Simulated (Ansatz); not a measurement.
The system is PbS.

```xyz
4
Lattice="2.0800 -5.9913 0.0000 2.0800 5.9913 0.0000 0.0000 0.0000 4.2793" Properties=species:S:1:pos:R:3 pbc="T T T"
Pb    2.0800    4.4268    1.0698
Pb    2.0800   -4.4268    3.2095
S     2.0800    1.7399    1.0698
S     2.0800   -1.7399    3.2095
```

Measurements of this composition are mostly on another form, of space group No. 225.

A run of Ansatz 0.2.0 on this cell left the log below. Logs are shortened: lines on timing, memory, paths and dates and some standing lists are left out, and cuts for length are marked.

```text
Warning: RAYON_NUM_THREADS=2 ignored (pool sized by the plan → 2); use --threads N
Engine: ansatz 0.2.0, x86_64-unknown-linux-gnu
Pseudopotentials: kind: paw
Pseudopotential: Pb, paw, valence charge 14, recommended cutoff 420 eV (normal), Pb.paw.azcp
Pseudopotential: S, paw, valence charge 6, recommended cutoff 420 eV (normal), S.paw.azcp
Functional definition: PBE
  parameter kappa = 0.804
  parameter beta = 0.06672455060314922
  exchange = pbe_x(kappa = kappa, mu = beta*pi^2/3)
  correlation = pbe_c(beta = beta)
Crystal: 4 atoms, lattice volume = 106.654 Å³
Basis set: ecut = 420 eV, 2077 PW (Γ), exchange–correlation on 90×90×60 points (8 copies of the dense FFT grid, shifted against one another)
Bands: 24, of which v1, the nominal top of the filled ones, is band 20 counted from 1 (19 counted from 0)
Symmetry: 8 space group operations
Space group: Cmcm (ITA 63), of the structure as read, at distance tolerance 4.7e-5 Å
k-points: 64 of 294
Non-local potential: Pb, projectors of the file, l = 0: 2, l = 1: 2, l = 2: 2, l = 3: 2
Non-local potential: S, projectors of the file, l = 0: 2, l = 1: 2, l = 2: 2
PAW form: soft (Blöchl's): semilocal exchange-correlation on the pseudo side does not see the compensation charge
PAW one-centre angular grid: Pb, 590 points (default); XC on 64 Gauss nodes
PAW one-centre angular grid: S, 110 points (default); XC on 64 Gauss nodes
Initial density: superposition of atomic densities (neutral atoms: chi_scale 0, normalization atom), corrected by the library's trained network
Initial wavefunctions: pseudopotential atomic-orbital guess
Functional: x = pbe(κ = 0.804, μ = 0.2195149727645171), c = pbe(β = 0.06672455060314922)
SCF iter   1: F=—  HF=-25618.982820 eV  |F-HF|=—  |Δ(HF+E_count)|=         —  Δρ=9.39e-4  dr2=8.92e-4  ethr=1.77e-3  ⟨swp⟩=7.3  Hψ=7832  notcnv=0
preconditioner: auto → Resta (q_TF=auto, 2.317 Å⁻¹)  ε∞=3.6  [insulator: Δε(μ)=1.261 eV  Ē_g=13.973 eV  σ=0.023 eV  W_gap=1.00  n_scr=26 (ndim 8)  ℏωp=22.7 eV  f_vac=0.000  D(μ)=0.00/eV (n_scr^D=0)  ε∞_Penn≈3.6]
SCF iter   2: F=—  HF=-25618.980854 eV  |F-HF|=—  |Δ(HF+E_count)|=   1.97e-3  Δρ=5.74e-4  dr2=3.91e-4  ethr=2.23e-6  ⟨swp⟩=2.1  Hψ=3429  notcnv=0
SCF iter   3: F=—  HF=-25618.981040 eV  |F-HF|=—  |Δ(HF+E_count)|=   1.86e-4  Δρ=2.57e-4  dr2=6.69e-5  ethr=9.77e-7  ⟨swp⟩=2.0  Hψ=2816  notcnv=0
SCF iter   4: F=—  HF=-25618.980977 eV  |F-HF|=—  |Δ(HF+E_count)|=   6.33e-5  Δρ=1.19e-4  dr2=1.35e-5  ethr=1.67e-7  ⟨swp⟩=2.3  Hψ=2839  notcnv=0
SCF iter   5: F=—  HF=-25618.980976 eV  |F-HF|=—  |Δ(HF+E_count)|=   6.64e-7  Δρ=2.09e-5  dr2=5.71e-7  ethr=3.39e-8  ⟨swp⟩=2.0  Hψ=2739  notcnv=0
SCF iter   6: F=—  HF=-25618.980977 eV  |F-HF|=—  |Δ(HF+E_count)|=   2.88e-7  Δρ=1.40e-5  dr2=2.02e-7  ethr=2.50e-10  ⟨swp⟩=7.1  Hψ=8163  notcnv=0
SCF iter   7: F=-25618.980977 eV  HF=-25618.980977 eV  |F-HF|=1.03e-8  |Δ(HF+E_count)|=   5.18e-8  Δρ=3.77e-6  dr2=1.32e-8  ethr=2.50e-10  ⟨swp⟩=4.8  Hψ=5730  notcnv=0
SCF 1 converged in 7 iterations: F = -25618.980977 eV  dr2 = 1.32e-8
  greatest PAW one-centre occupation: 0.982 electrons in one spin orbital (limit 2), on the Pb atom at site 1 (counted from 0), in its partial waves of l = 2
SCF converged after 7 iterations
Free energy (F): -25618.980977 eV
Harris-Foulkes:  -25618.980977 eV  (|F-HF|=1.03e-8)
Internal energy: -25618.980977 eV  (E = F + TS)
E sigma→0 (E₀):  -25618.980977 eV
Fermi energy:    8.055580 eV
--- Per-component energies (eV) ---
  E_band       = -124.160003
  E_kinetic    = 787.362714
  E_local      = -2524.156221  (includes V_loc(G=0)·N_el)
  E_nonlocal   = 757.268781
  E_hartree    = 984.533834
  E_xc         = -636.090712
  E_vxc        = -439.842028  (∫ρ·V_xc dr)
  E_paw        = -22008.653851  (= ΣΔE_a)
  E_vpaw       = -673.865760  (= ΣTr[D̂ρ^β])
  E_aug_tail   = 0.000098  (compensation charges beyond the density's cutoff)
  E_ewald      = -2979.245620
  E_smearing   = -0.000000  (= −TS)
  E_closure    = -0.000000  (closes the sum)
  Σ components = -25618.980977   (vs F -25618.980977, Δ=0.00e0)
--- Forces (eV/Å), atoms counted from 1 ---
  atom   1  Pb     0.00000000     0.07522459     0.00000000
  atom   2  Pb     0.00000000    -0.07522459     0.00000000
  atom   3  S      0.00000000    -0.10157663     0.00000000
  atom   4  S      0.00000000     0.10157663     0.00000000
  max |Σ_I F_I| component: 1.39e-17 eV/Å
--- Stress (GPa, compression-positive) ---
        0.955684       0.000000       0.000000
        0.000000       1.355198       0.000000
        0.000000       0.000000       0.886378
  P = ⅓ Tr σ = 1.0658 GPa (10.658 kbar)
--- Band table (eV; the first three rows and the last of 64) ---
  k-point 0: bands = ["-8.9063", "-8.8078", "-8.7985", "-8.7978", "-8.7624", "-8.7562", "-8.7478", "-8.7421", "-8.7270", "-8.6839", "-5.4741", "-3.6899", "0.7102", "1.6488", "3.3049", "4.5668", "5.1207", "5.8474", "6.0222", "7.0033", "12.1549", "12.2170", "12.3773", "13.0745"]
  k-point 1: bands = ["-8.8896", "-8.8083", "-8.8014", "-8.7840", "-8.7668", "-8.7641", "-8.7571", "-8.7308", "-8.7224", "-8.6943", "-5.3183", "-3.6977", "0.3071", "1.2673", "3.4681", "4.9919", "5.3224", "6.0147", "6.3803", "6.8348", "11.5293", "11.6670", "11.8515", "12.3290"]
  k-point 2: bands = ["-8.8549", "-8.8135", "-8.7892", "-8.7833", "-8.7823", "-8.7637", "-8.7503", "-8.7222", "-8.7194", "-8.7179", "-4.8825", "-3.8427", "-0.2286", "0.4755", "3.9926", "5.3984", "5.8505", "6.3673", "6.7457", "7.1110", "10.0748", "10.2186", "10.5549", "11.2281"]
  k-point 63: bands = ["-8.8383", "-8.8383", "-8.7784", "-8.7784", "-8.7633", "-8.7633", "-8.7298", "-8.7298", "-8.7275", "-8.7275", "-4.2406", "-4.2406", "-0.5476", "-0.5476", "6.1579", "6.1579", "6.2875", "6.2875", "7.0624", "7.0624", "9.2499", "9.2499", "10.6807", "10.6807"]
```

What input gives this log?

Single point with PBE, no spin polarisation. The files as run (others can give the same):

input.yaml
```yaml
crystal:
  lattice:
    - [2.079952695, -5.991296865, 0.0]
    - [2.079952695, 5.991296865, 0.0]
    - [0.0, 0.0, 4.27932094]
  atoms:
    - { symbol: Pb, position: [0.13056335, 0.86943665, 0.25] }
    - { symbol: Pb, position: [0.86943665, 0.13056335, 0.75] }
    - { symbol: S, position: [0.35479709, 0.64520291, 0.25] }
    - { symbol: S, position: [0.64520291, 0.35479709, 0.75] }
hamiltonian:
  xc: pbe
  pseudopotentials: { kind: paw }
kpoints:
  mp_grid: { grid: [7, 7, 6] }
scf:
  occupations: { method: gaussian, width: 0.023 }
output:
  forces: true
  stress: true
  eigenvalues: true
```

Potentials or basis: Ansatz PAW.
The run is started by
```bash
$ ansatz run input.yaml --threads 2 --pin off --max-ram 5632MiB --backend cpu --events-out ev --progress --plain --runs-dir out
```

Caveat: odd divisions of the mesh miss points on the zone boundary, where band edges often lie, so the gap on the mesh can be too wide; spin-orbit coupling is left out, which as a rule narrows the gap of such compounds by several tenths of an eV.
